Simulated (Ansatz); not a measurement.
# armchair BAs nanoribbon (N = 9, H edges): bands under strain, part 2 of 3

What gap, if any, does the armchair BAs nanoribbon (N = 9, H edges) have, and how does it change under strain?

Ansatz 0.2.0; DFT PBE, plane waves, PAW; relaxation of a wire's period (the session's first sound run).

So far. Step 2 (Relaxing the period): The cell's length comes to 5.872 Å with spin left out.

### Step 3. Bands of the perfect wire

This step: DFT PBE, plane waves, PAW; bands of a perfect wire (Ansatz 0.2.0).

At the relaxed period the bands are computed along the axis; those that cross an energy going forward count the channels that a perfect wire would open there.

The input, input.yaml:

```yaml
crystal:
  lattice:
    - [23.177, 0.0, 0.0]
    - [0.0, 7.0, 0.0]
    - [0.0, 0.0, 5.8724535022]
  atoms:
    - { symbol: B, position: [0.207681639, 0.5, 0.999216671] }
    - { symbol: B, position: [0.353897053, 0.5, 0.001750227] }
    - { symbol: B, position: [0.5, 0.5, 0.002119701] }
    - { symbol: B, position: [0.646102947, 0.5, 0.001750227] }
    - { symbol: B, position: [0.792318361, 0.5, 0.999216671] }
    - { symbol: As, position: [0.211360648, 0.5, 0.323988363] }
    - { symbol: As, position: [0.3542072, 0.5, 0.334965593] }
    - { symbol: As, position: [0.5, 0.5, 0.335752816] }
    - { symbol: As, position: [0.6457928, 0.5, 0.334965593] }
    - { symbol: As, position: [0.788639352, 0.5, 0.323988363] }
    - { symbol: H, position: [0.155574078, 0.5, 0.454294324] }
    - { symbol: H, position: [0.844425922, 0.5, 0.454294324] }
    - { symbol: B, position: [0.281540202, 0.5, 0.503006595] }
    - { symbol: B, position: [0.42718786, 0.5, 0.502759596] }
    - { symbol: B, position: [0.57281214, 0.5, 0.502759596] }
    - { symbol: B, position: [0.718459798, 0.5, 0.503006595] }
    - { symbol: As, position: [0.280873941, 0.5, 0.836927018] }
    - { symbol: As, position: [0.427107077, 0.5, 0.835382715] }
    - { symbol: As, position: [0.572892923, 0.5, 0.835382715] }
    - { symbol: As, position: [0.719126059, 0.5, 0.836927018] }
    - { symbol: H, position: [0.162497557, 0.5, 0.901867876] }
    - { symbol: H, position: [0.837502443, 0.5, 0.901867876] }
kpoints:
  mp_grid: { grid: [1, 1, 14] }
  band_path: { path: ["Γ", Z], npoints: 90 }
scf:
  occupations: { method: fermi_dirac, width: 0.05 }
hamiltonian:
  xc: pbe
output:
  dos: { e_range: [-5, 4] }
  write_potential: true
  write_density: true
  volumetric_format: npy
```

On the command line:

```bash
> ansatz run input.yaml --threads 4 --pin off --max-ram 16384MiB --backend cpu --events-out ev --progress --plain --runs-dir out
```

Numbers of over 12 decimals in the logs are rounded to 6 here.

What it wrote:

```text
[...]
Crystal: 22 atoms, lattice volume = 952.741 Å³
Basis set: ecut = 420 eV, 18645 PW (Γ)
Bands: 105, of which v1, the nominal top of the filled ones, is band 83 counted from 1 (82 counted from 0)
Symmetry: 4 space group operations
[...]
k-points: 8 of 14 (time reversal used)
[...]
SCF iter   1: F=—  HF=-45164.553915 eV  |F-HF|=—  |Δ(HF+E_count)|=         —  Δρ=1.73e-3  dr2=7.11e-2  ethr=1.77e-3  ⟨swp⟩=6.0  Hψ=3270  notcnv=0  defer=30
[...]
SCF iter   8: F=-45164.584858 eV  HF=-45164.584858 eV  |F-HF|=7.01e-8  |Δ(HF+E_count)|=   3.13e-6  Δρ=2.81e-6  dr2=7.72e-8  ethr=6.02e-11  ⟨swp⟩=11.1  Hψ=3901  notcnv=0
SCF 1 converged in 8 iterations: F = -45164.584858 eV  dr2 = 7.72e-8
[...]
NSCF: frozen V_eff on 91 k-points
WARN: The output density's exchange-correlation potential varies sharply where the density is thin. Do not read a vacuum level from v_tot or v_xc, or from such a field of the output density. On a cell that repeats whose density bears no net charge and no dipole along the vacuum's axis use v_es (v_loc + v_h of the components); under efield.dipole_correction with no amplitude use v_es + v_field, which holds any externa [...]
SCF converged after 8 iterations
Free energy (F): -45164.584858 eV
[...]
Internal energy: -45164.584843 eV  (E = F + TS)
E sigma→0 (E₀):  -45164.584851 eV
Entropy (-TS):   -0.000015 eV (-0.001 meV/atom)
Fermi energy:    -0.186007 eV
[...]
--- Band table (eV; the first three rows and the last of 8) ---
  k-point 0: bands = [... 79 lower, -1.4804, -1.1344, -0.9357, -0.6539, 0.2816, 0.6024, 0.6739, 0.8499, ... 18 higher]
  k-point 1: bands = [... 79 lower, -1.5797, -1.2435, -0.9702, -0.7867, 0.4159, 0.6357, 0.7881, 0.9766, ... 18 higher]
  k-point 2: bands = [... 79 lower, -1.7784, -1.5068, -1.0666, -1.0651, 0.6966, 0.7002, 1.0998, 1.3046, ... 18 higher]
  k-point 7: bands = [... 79 lower, -2.4915, -2.0366, -1.8954, -1.6430, 1.0343, 1.3516, 1.6202, 2.0730, ... 18 higher]
```

Elapsed: 3.6 min, on 4 threads of Arm Neoverse V1, shared host; peak memory 5.1 GiB.

Reading the cycles: dr2 is the Hartree energy of the density residual (eV), the measure of convergence; HF is the Harris–Foulkes estimate of the energy, which meets the free energy F at convergence.

Numbers from this step:

```
band gap : 0.9355 eV
```

Electronic bands along the path, in eV, zero at the Fermi level; v1 is the highest filled band, c1 the lowest empty one:

| point | v4 | v3 | v2 | v1 | c1 | c2 | c3 | c4 |
| --- | --- | --- | --- | --- | --- | --- | --- | --- |
| Γ | -1.29 | -0.95 | -0.75 | -0.47 | 0.47 | 0.79 | 0.86 | 1.04 |
| halfway | -1.81 | -1.56 | -1.35 | -1.11 | 1.03 | 1.35 | 1.56 | 1.91 |
| Z | -2.31 | -1.85 | -1.71 | -1.46 | 1.22 | 1.54 | 1.81 | 2.26 |

The gap is 0.935 eV, with spin left out.

On this path the gap is direct, 0.94 eV, with the valence top at Γ and the conduction bottom at Γ.

### Step 4. At a strained period, period over the relaxed period 0.96, k-mesh 1×1×11

This step: DFT PBE, plane waves, PAW; relaxation at a fixed period (Ansatz 0.2.0).

The period is set to 0.96 times the relaxed one and the atoms relax within it: strain changes bond lengths and angles, which shifts the bands against each other. Against the first PBE run of this kind, the mesh along the wire has 11 points against 14.

The cell differs from the one that the last finished run ended in (c 5.872 → 5.638 Å).

input.yaml, as its differences from that of step 3:

```diff
@@ -4,3 +4,3 @@
     - [0.0, 7.0, 0.0]
-    - [0.0, 0.0, 5.8724535022]
+    - [0.0, 0.0, 5.6375553621]
   atoms:
@@ -29,3 +29,3 @@
 kpoints:
-  mp_grid: { grid: [1, 1, 14] }
+  mp_grid: { grid: [1, 1, 11] }
   band_path: { path: ["Γ", Z], npoints: 90 }
@@ -35,6 +35,6 @@
   xc: pbe
+relax:
+  max_steps: 40
+  f_tol: 0.02
 output:
-  dos: { e_range: [-5, 4] }
-  write_potential: true
-  write_density: true
-  volumetric_format: npy
+  stress: true
```

What it wrote:

```text
Warning: output.stress: scf.convergence.dr2_threshold = 1e-7 eV (the SCF's general default) is looser than the 2.2e-9 eV advised for a printed stress (1e-10 eV for each atom of the cell: 22). What an SCF threshold leaves in a stress goes as its square root, and in the free energy as the threshold itself, and one threshold admits the most on a small cell: [figures from the program's tests cut] Every solve of this run  [...]
[...]
Crystal: 22 atoms, lattice volume = 914.631 Å³
Basis set: ecut = 420 eV, 17881 PW (Γ), exchange–correlation on 320×96×80 points (8 copies of the dense FFT grid, shifted against one another)
Bands: 105, of which v1, the nominal top of the filled ones, is band 83 counted from 1 (82 counted from 0)
Symmetry: 4 space group operations
[...]
k-points: 6 of 11 (time reversal used)
[...]
SCF iter   1: F=—  HF=-45163.880862 eV  |F-HF|=—  |Δ(HF+E_count)|=         —  Δρ=1.77e-3  dr2=1.06e-1  ethr=1.77e-3  ⟨swp⟩=6.0  Hψ=2425  notcnv=0  defer=26
[...]
SCF iter   7: F=-45163.906354 eV  HF=-45163.906351 eV  |F-HF|=2.97e-6  |Δ(HF+E_count)|=   2.46e-5  Δρ=1.01e-5  dr2=1.15e-6  ethr=6.02e-9  ⟨swp⟩=4.0  Hψ=1878  notcnv=0
SCF 1 converged in 7 iterations: F = -45163.906354 eV  dr2 = 1.15e-6
[...]
relax step   1: F+E_penalty+E_count = -45163.90635428 eV  Δ(F+E_penalty+E_count) = +0.000e0 eV  max|allowed force component| = 9.750e-1 eV/Å  Δτ_max = 0.0000 Å  (7 SCF iters, dr2 threshold 1.00e-5 eV, accepted)
[...]
SCF iter   6: F=-45164.092240 eV  HF=-45164.092245 eV  |F-HF|=5.03e-6  |Δ(HF+E_count)|=   1.18e-5  Δρ=3.43e-5  dr2=1.62e-5  ethr=3.58e-8  ⟨swp⟩=4.5  Hψ=1883  notcnv=0
SCF 2 converged in 6 iterations: F = -45164.092240 eV  dr2 = 1.62e-5
[...]
relax step   2: F+E_penalty+E_count = -45164.09223996 eV  Δ(F+E_penalty+E_count) = -1.859e-1 eV  max|allowed force component| = 3.906e-1 eV/Å  Δτ_max = 0.0926 Å  (6 SCF iters, dr2 threshold 5.94e-5 eV, accepted)
SCF iter   1: F=—  HF=-45164.132238 eV  |F-HF|=—  |Δ(HF+E_count)|=         —  Δρ=2.35e-3  dr2=4.24e-2  ethr=2.39e-4  ⟨swp⟩=3.7  Hψ=1115  notcnv=0  defer=78
[...]
SCF iter   6: F=-45164.122782 eV  HF=-45164.122783 eV  |F-HF|=9.41e-7  |Δ(HF+E_count)|=   8.00e-7  Δρ=1.87e-5  dr2=4.79e-6  ethr=5.74e-9  ⟨swp⟩=3.0  Hψ=2040  notcnv=0
SCF 3 converged in 6 iterations: F = -45164.122782 eV  dr2 = 4.79e-6
relax step   3: F+E_penalty+E_count = -45164.12278181 eV  Δ(F+E_penalty+E_count) = -3.054e-2 eV  max|allowed force component| = 3.763e-2 eV/Å  Δτ_max = 0.0481 Å  (6 SCF iters, dr2 threshold 9.53e-6 eV, accepted)
SCF iter   1: F=—  HF=-45164.123052 eV  |F-HF|=—  |Δ(HF+E_count)|=         —  Δρ=1.39e-4  dr2=1.21e-4  ethr=9.25e-7  ⟨swp⟩=2.0  Hψ=1053  notcnv=0  defer=78
[...]
SCF iter   5: F=-45164.122975 eV  HF=-45164.122975 eV  |F-HF|=9.90e-9  |Δ(HF+E_count)|=   3.31e-7  Δρ=2.33e-6  dr2=5.45e-8  ethr=6.02e-11  ⟨swp⟩=3.2  Hψ=2103  notcnv=0
SCF 4 converged in 5 iterations: F = -45164.122975 eV  dr2 = 5.45e-8
relax step   4: F+E_penalty+E_count = -45164.12297497 eV  Δ(F+E_penalty+E_count) = -1.932e-4 eV  max|allowed force component| = 8.418e-3 eV/Å  Δτ_max = 0.0024 Å  (5 SCF iters, accepted)
[...]
the band table was solved once a step of the walk had ended and its energy, with any forces and stress, was formed, with the checks that follow a solve (3419 applications of the Hamiltonian). They found nothing against the state; the energy, forces and stress were not computed again (output.eigenvalues in the input reference)
[...]
SCF converged after 5 iterations
Free energy (F): -45164.122975 eV
[...]
Internal energy: -45164.122934 eV  (E = F + TS)
E sigma→0 (E₀):  -45164.122954 eV
Entropy (-TS):   -0.000041 eV (-0.002 meV/atom)
Fermi energy:    0.044242 eV
[...]
--- Forces (eV/Å), atoms counted from 1 ---
  atom   1  B     -0.00841849     0.00000000    -0.00798691
  atom   2  B     -0.00198408    -0.00000000     0.00038111
  atom   3  B     -0.00000000     0.00000000     0.00044011
  atom   4  B      0.00198408    -0.00000000     0.00038111
  atom   5  B      0.00841849     0.00000000    -0.00798691
  atom   6  As    -0.00147265    -0.00000000     0.00099017
  atom   7  As    -0.00043167    -0.00000000     0.00058971
  atom   8  As     0.00000000    -0.00000000    -0.00083867
  atom   9  As     0.00043167    -0.00000000     0.00058971
  atom  10  As     0.00147265    -0.00000000     0.00099017
  atom  11  H      0.00421457    -0.00000000    -0.00163496
  atom  12  H     -0.00421457    -0.00000000    -0.00163496
  atom  13  B     -0.00000153     0.00000000    -0.00037309
  atom  14  B      0.00067837    -0.00000000     0.00139203
  atom  15  B     -0.00067837    -0.00000000     0.00139203
  atom  16  B      0.00000153     0.00000000    -0.00037309
  atom  17  As     0.00005062     0.00000000     0.00242090
  atom  18  As     0.00112272    -0.00000000     0.00049294
  atom  19  As    -0.00112272     0.00000000     0.00049294
  atom  20  As    -0.00005062     0.00000000     0.00242090
  atom  21  H      0.00781267     0.00000000     0.00396434
  atom  22  H     -0.00781267     0.00000000     0.00396434
  max |Σ_I F_I| component: 7.39e-5 eV/Å
--- Stress (GPa, compression-positive) ---
       -0.007287      -0.000000      -0.000000
       -0.000000       0.412786      -0.000000
       -0.000000      -0.000000       3.973104
  P = ⅓ Tr σ = 1.4595 GPa (14.595 kbar)
--- Band table (eV; the first three rows and the last of 6) ---
  k-point 0: bands = [... 79 lower, -1.1231, -0.8697, -0.7715, -0.3734, 0.4621, 0.8557, 0.9368, 1.1449, ... 18 higher]
  k-point 1: bands = [... 79 lower, -1.3064, -0.9959, -0.8911, -0.6002, 0.6804, 0.9128, 1.1133, 1.3701, ... 18 higher]
  k-point 2: bands = [... 79 lower, -1.7005, -1.4142, -1.0265, -1.0158, 0.9599, 1.0737, 1.5967, 1.6856, ... 18 higher]
  k-point 5: bands = [... 79 lower, -2.2569, -2.0038, -1.7228, -1.5614, 1.1754, 1.4373, 1.8036, 2.3470, ... 18 higher]
--- Relaxed structure (4 steps of the walk, 4 accepted, 0 SCFs on fresh bases) ---
  F+E_penalty+E_count = -45164.12297497 eV   max|allowed force component| = 8.418e-3 eV/Å
  atoms:
    - { symbol: B, position: [0.203188, 0.500000, 0.993585] }
    - { symbol: B, position: [0.352066, 0.500000, -0.000971234] }
    - { symbol: B, position: [0.500000, 0.500000, -0.000448386] }
    - { symbol: B, position: [0.647934, 0.500000, -0.000971234] }
    - { symbol: B, position: [0.796812, 0.500000, 0.993585] }
    - { symbol: As, position: [0.206792, 0.500000, 0.328089] }
    - { symbol: As, position: [0.352360, 0.500000, 0.337858] }
    - { symbol: As, position: [0.500000, 0.500000, 0.338363] }
    - { symbol: As, position: [0.647640, 0.500000, 0.337858] }
    - { symbol: As, position: [0.793208, 0.500000, 0.328089] }
    - { symbol: H, position: [0.152783, 0.500000, 0.474741] }
    - { symbol: H, position: [0.847217, 0.500000, 0.474741] }
    - { symbol: B, position: [0.278715, 0.500000, 0.499667] }
    - { symbol: B, position: [0.426268, 0.500000, 0.499997] }
    - { symbol: B, position: [0.573732, 0.500000, 0.499997] }
    - { symbol: B, position: [0.721285, 0.500000, 0.499667] }
    - { symbol: As, position: [0.278107, 0.500000, 0.840175] }
    - { symbol: As, position: [0.426169, 0.500000, 0.838086] }
    - { symbol: As, position: [0.573831, 0.500000, 0.838086] }
    - { symbol: As, position: [0.721893, 0.500000, 0.840175] }
    - { symbol: H, position: [0.159372, 0.500000, 0.882912] }
    - { symbol: H, position: [0.840628, 0.500000, 0.882912] }
```

It took 3.9 min on 4 threads; peak memory 5 GiB; 16 min of CPU time.

The steps of the relaxation:

| step | energy less that of the first step (eV) | largest force component (eV/Å) |
| --- | --- | --- |
| 1 | 0.0000 | 0.9750 |
| 2 | -0.1859 | 0.3906 |
| 3 | -0.2164 | 0.0376 |
| 4 | -0.2166 | 0.0084 |

The run keeps the 4 symmetry operations that it works with, so distortions that break them were not tested.

The atoms that moved most (Å):

| atom | dx | dy | dz | length |
| --- | --- | --- | --- | --- |
| H12 | 0.065 | 0.000 | 0.115 | 0.132 |
| H11 | -0.065 | 0.000 | 0.115 | 0.132 |
| H21 | -0.072 | 0.000 | -0.107 | 0.129 |
| H22 | 0.072 | 0.000 | -0.107 | 0.129 |
| B5 | 0.104 | 0.000 | -0.032 | 0.109 |
| B1 | -0.104 | 0.000 | -0.032 | 0.109 |
| As10 | 0.106 | 0.000 | 0.023 | 0.108 |
| As6 | -0.106 | 0.000 | 0.023 | 0.108 |

The relaxed structure:

```cif
data_structure
_symmetry_space_group_name_H-M 'P 1'
_symmetry_Int_Tables_number 1
_cell_length_a 23.1770
_cell_length_b 7.0000
_cell_length_c 5.6376
_cell_angle_alpha 90.000
_cell_angle_beta 90.000
_cell_angle_gamma 90.000
_cell_volume 914.63
loop_
_atom_site_label
_atom_site_type_symbol
_atom_site_fract_x
_atom_site_fract_y
_atom_site_fract_z
_atom_site_occupancy
B1 B 0.20319 0.50000 0.99359 1
B2 B 0.35207 0.50000 0.99903 1
B3 B 0.50000 0.50000 0.99955 1
B4 B 0.64793 0.50000 0.99903 1
B5 B 0.79681 0.50000 0.99359 1
As6 As 0.20679 0.50000 0.32809 1
As7 As 0.35236 0.50000 0.33786 1
As8 As 0.50000 0.50000 0.33836 1
As9 As 0.64764 0.50000 0.33786 1
As10 As 0.79321 0.50000 0.32809 1
H11 H 0.15278 0.50000 0.47474 1
H12 H 0.84722 0.50000 0.47474 1
B13 B 0.27871 0.50000 0.49967 1
B14 B 0.42627 0.50000 0.50000 1
B15 B 0.57373 0.50000 0.50000 1
B16 B 0.72129 0.50000 0.49967 1
As17 As 0.27811 0.50000 0.84017 1
As18 As 0.42617 0.50000 0.83809 1
As19 As 0.57383 0.50000 0.83809 1
As20 As 0.72189 0.50000 0.84017 1
H21 H 0.15937 0.50000 0.88291 1
H22 H 0.84063 0.50000 0.88291 1
```

This step gave:

```yaml
band_gap: 0.8355 eV
```

The electronic bands at the labelled points (eV, zero at the Fermi level; v1 is the highest filled band, c1 the lowest empty one):

| point | v4 | v3 | v2 | v1 | c1 | c2 | c3 | c4 |
| --- | --- | --- | --- | --- | --- | --- | --- | --- |
| Γ | -1.17 | -0.91 | -0.82 | -0.42 | 0.42 | 0.81 | 0.89 | 1.10 |
| halfway | -1.81 | -1.72 | -1.39 | -1.22 | 0.98 | 1.32 | 1.52 | 1.97 |
| Z | -2.42 | -1.97 | -1.85 | -1.60 | 1.12 | 1.46 | 1.68 | 2.43 |

The gap is 0.836 eV, against 0.935 eV under PBE at the relaxed period.

### Step 5. Strain along the wire, period over the relaxed period 0.98, k-mesh 1×1×11

The period is set to 0.98 times the relaxed one and the atoms relax within it: strain changes bond lengths and angles, which shifts the bands against each other. Against the first PBE run of this kind, the mesh along the wire has 11 points against 14.

The cell differs from the one that the last finished run ended in (c 5.638 → 5.755 Å).

input.yaml, as its differences from that of step 4:

```diff
@@ -4,3 +4,3 @@
     - [0.0, 7.0, 0.0]
-    - [0.0, 0.0, 5.6375553621]
+    - [0.0, 0.0, 5.7550044321]
   atoms:
```

What it wrote:

```text
[...]
Crystal: 22 atoms, lattice volume = 933.686 Å³
Basis set: ecut = 420 eV, 18289 PW (Γ), exchange–correlation on 320×96×80 points (8 copies of the dense FFT grid, shifted against one another)
Bands: 105, of which v1, the nominal top of the filled ones, is band 83 counted from 1 (82 counted from 0)
Symmetry: 4 space group operations
[...]
- { symbol: B, position: [0.426755, 0.5, 0.501621] }
    - { symbol: B, position: [0.573245, 0.5, 0.501621] }
    - { symbol: B, position: [0.719792, 0.5, 0.501581] }
    - { symbol: As, position: [0.279589, 0.5, 0.838444] }
    - { symbol: As, position: [0.426671, 0.5, 0.836729] }
    - { symbol: As, position: [0.573329, 0.5, 0.836729] }
    - { symbol: As, position: [0.720411, 0.5, 0.838444] }
    - { symbol: H, position: [0.161006, 0.5, 0.892142] }
    - { symbol: H, position: [0.838994, 0.5, 0.892142] }
[key lines of the parts left out:]
SCF converged after 4 iterations
Free energy (F): -45164.472135 eV
Fermi energy:    -0.074349 eV
P = ⅓ Tr σ = 0.7753 GPa (7.753 kbar)
```

Wall time 4 min (4 threads); peak memory 5.1 GiB.

Step by step:

| step | energy less that of the first step (eV) | largest force component (eV/Å) |
| --- | --- | --- |
| 1 | 0.0000 | 0.4233 |
| 2 | -0.0422 | 0.1671 |
| 3 | -0.0483 | 0.0191 |
| 4 | -0.0483 | 0.0192 |

Forces are held to the 4 operations that the run works with; a distortion that breaks them can't arise in this run.

The atoms that moved most (Å):

| atom | dx | dy | dz | length |
| --- | --- | --- | --- | --- |
| H22 | 0.035 | 0.000 | -0.056 | 0.066 |
| H21 | -0.035 | 0.000 | -0.056 | 0.066 |
| H11 | -0.030 | 0.000 | 0.058 | 0.066 |
| H12 | 0.030 | 0.000 | 0.058 | 0.066 |
| B5 | 0.050 | 0.000 | -0.017 | 0.053 |
| B1 | -0.050 | 0.000 | -0.017 | 0.053 |
| As10 | 0.051 | 0.000 | 0.011 | 0.052 |
| As6 | -0.051 | 0.000 | 0.011 | 0.052 |

Final coordinates:

```cif
data_structure
_symmetry_space_group_name_H-M 'P 1'
_symmetry_Int_Tables_number 1
_cell_length_a 23.1770
_cell_length_b 7.0000
_cell_length_c 5.7550
_cell_angle_alpha 90.000
_cell_angle_beta 90.000
_cell_angle_gamma 90.000
_cell_volume 933.69
loop_
_atom_site_label
_atom_site_type_symbol
_atom_site_fract_x
_atom_site_fract_y
_atom_site_fract_z
_atom_site_occupancy
B1 B 0.20552 0.50000 0.99629 1
B2 B 0.35304 0.50000 0.00062 1
B3 B 0.50000 0.50000 0.00109 1
B4 B 0.64696 0.50000 0.00062 1
B5 B 0.79448 0.50000 0.99629 1
As6 As 0.20917 0.50000 0.32589 1
As7 As 0.35334 0.50000 0.33635 1
As8 As 0.50000 0.50000 0.33703 1
As9 As 0.64666 0.50000 0.33635 1
As10 As 0.79083 0.50000 0.32589 1
H11 H 0.15426 0.50000 0.46438 1
H12 H 0.84574 0.50000 0.46438 1
B13 B 0.28021 0.50000 0.50158 1
B14 B 0.42675 0.50000 0.50162 1
B15 B 0.57325 0.50000 0.50162 1
B16 B 0.71979 0.50000 0.50158 1
As17 As 0.27959 0.50000 0.83844 1
As18 As 0.42667 0.50000 0.83673 1
As19 As 0.57333 0.50000 0.83673 1
As20 As 0.72041 0.50000 0.83844 1
H21 H 0.16101 0.50000 0.89214 1
H22 H 0.83899 0.50000 0.89214 1
```

The gap is 0.882 eV, against 0.935 eV under PBE at the relaxed period.

[end of part 2 of 3]

[Logs are printed without paths, hosts, clocks, repeated set-up lines and the standing remarks that a program may print on its own settings, such as how far it seeks lower states.]

[Hosts, paths, dates, database ids (printed as entryN), source tags and the programs' standing remarks are cut or masked in the printed files.]
